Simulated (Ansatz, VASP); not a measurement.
Given: the input of a run of VASP 6.6.1 on ZnSe (Stilleite).

The input INCAR:

```
SYSTEM = ZnSe
PREC = Accurate
ENCUT = 520
EDIFF = 1E-7
ISMEAR = -1
SIGMA = 0.05
LREAL = .False.
LASPH = .True.
NELM = 80
ALGO = Normal
ISIF = 2
LWAVE = .False.
LCHARG = .True.
GGA = RE
LELF = .True.
LVHAR = .True.
NBANDS = 16
```

File KPOINTS:

```
Automatic mesh
0
Gamma
  8 8 8
  0 0 0
```

Contents of POSCAR:

```
ZnSe
1.0
    0.0000000000      2.8893788162      2.8893788162
    2.8893788162      0.0000000000      2.8893788162
    2.8893788162      2.8893788162      0.0000000000
Se Zn
1 1
Direct
    0.7500000000      0.7500000000      0.7500000000
    0.0000000000      0.0000000000      0.0000000000
```

Potentials or basis: VASP PAW PBE potentials, release 64 (Se, Zn).

Run with:

```console
$ cat potpaw_PBE.64/Se/POTCAR potpaw_PBE.64/Zn/POTCAR > POTCAR
$ mpirun -np 1 vasp_std > vasp.out
```

Question: Translate it to Ansatz 0.2.0. Potentials there: Ansatz PAW.

Answer: As run (the cutoff follows the program's own potentials):

input.yaml

```yaml
crystal:
  lattice:
    - [0.0, 2.8893788162, 2.8893788162]
    - [2.8893788162, 0.0, 2.8893788162]
    - [2.8893788162, 2.8893788162, 0.0]
  atoms:
    - { symbol: Se, position: [0.75, 0.75, 0.75] }
    - { symbol: Zn, position: [0.0, 0.0, 0.0] }
hamiltonian:
  xc: revpbe
  pseudopotentials: { kind: paw }
kpoints:
  mp_grid: { grid: [8, 8, 8] }
scf:
  occupations: { method: fermi_dirac, width: 0.05 }
output:
  forces: true
  stress: true
  eigenvalues: true
```

Potentials or basis: Ansatz PAW.

Run with:

```sh
$ ansatz run input.yaml --threads 2 --pin off --max-ram 5120MiB --backend cpu --events-out ev --progress --plain --runs-dir out
```

Both were run:

|  | VASP | Ansatz | Ansatz less VASP |
| --- | --- | --- | --- |
| gap on the k mesh at the Fermi level (eV) | 1.18 | 1.18 | +0.003 |
| least direct gap on the mesh (eV) | 1.18 | 1.18 | +0.003 |
| pressure (GPa) | 0.4 | 0.2 | -0.18 |

The two sets of potentials don't hold the same shells in valence.

Caveats: the PAW data sets were made with another functional, which shifts forces and pressure a little (VASP); the PAW data sets come from PBE, with cores solved anew for the run's functional, which leaves a small shift of forces and pressure (Ansatz). As with any semilocal functional, this revPBE gap is likely too small.
